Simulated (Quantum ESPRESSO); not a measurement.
Runs of Quantum ESPRESSO 7.5 on Sb. Symmetry: Im-3m, No. 229, cubic system. Conventional cell: a = 3.743 Å, b = 3.743 Å, c = 3.743 Å, α = 90.00°, β = 90.00°, γ = 90.00°. Sb (site symmetry m-3m) has 8 Sb at 3.24 Å as nearest neighbours. This isn't the form of Sb at room conditions, which is rhombohedral.

| task | level | potentials or basis | k mesh | cutoff (eV) | symmetry | SCF threshold | form of the LDA correlation | gap on the mesh (eV) | pressure (GPa) | V0 of scaled cells (Å³/atom) | B0 (GPa) |
| --- | --- | --- | --- | --- | --- | --- | --- | --- | --- | --- | --- |
| equation of state | r2SCAN | SG15 PBE 1.2 | 8 × 8 × 8 | 952 | off | 1e-08 Ry | - | - | - | 26.34 | (b) |
| equation of state | LDA | GBRV 1.5 LDA | 10 × 10 × 10 | 612 | - | 2e-10 Ry | PZ81 | - | - | 25.80 | 70 |
| band structure | LDA | GBRV 1.5 LDA | 10 × 10 × 10 | 612 | - | 2e-10 Ry | PZ81 | none | (a) | - | - |
| band structure | PBEsol | GBRV 1.5 PBEsol | 10 × 10 × 10 | 612 | - | 2e-10 Ry | - | none | -0.1 | - | - |
| band structure | r2SCAN | SG15 PBE 1.2 | 8 × 8 × 8 | 952 | off | 1e-08 Ry | - | none | 0.2 | - | - |

Alike in all rows: no spin polarisation; cell as given; smearing fermi-dirac 0.05 eV.

Question: Fill in the values left out.

Answer: (a) -1.4; (b) 58.

Caveats: spin-orbit coupling is left out, which moves the levels of the heavy elements (some runs); the potentials were made for another functional, which shifts forces and pressure (some runs).

A k mesh can miss the band edges, and the runs leave out spin-orbit coupling on Sb.

A gap of «none» marks a metal or a gap under the smearing width.
